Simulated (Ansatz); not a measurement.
**NbP in Ansatz: the effect of functional**

NbP:

```xyz
4
Lattice="-1.6970 1.6970 5.8156 1.6970 -1.6970 5.8156 1.6970 1.6970 -5.8156" Properties=species:S:1:pos:R:3 pbc="T T T"
Nb    1.6970    0.0000    2.9064
Nb    0.0000    0.0000    5.8143
P     0.0000    1.6970    3.8703
P     0.0000    0.0000    0.9625
```

The cell is a database's computed one.

The cell isn't the ideal one: volume scaled by 1.04.

Alike in all runs:

```yaml
Program: Ansatz 0.2.0
Task: single point
Potentials_or_basis: Ansatz PAW
k_mesh: 11 × 11 × 11
Occupations: fermi-dirac, width 0.05 eV
Spin: no spin polarisation
```

| functional | cutoff | pressure (GPa) |
| --- | --- | --- |
| LDA | 420 eV (not typed: the program's choice for these potentials) | -15.5 |
| r2SCAN | 500 eV (not typed: the program's choice for these potentials) | -8.5 |
| PBE | 420 eV (not typed: the program's choice for these potentials) | ? |

Task: What does the run with functional PBE give?

Result: Pressure -7.7 GPa.

Caveats: the PAW data sets come from PBE, with cores solved anew for the run's functional, which leaves a small shift of forces and pressure (some runs).
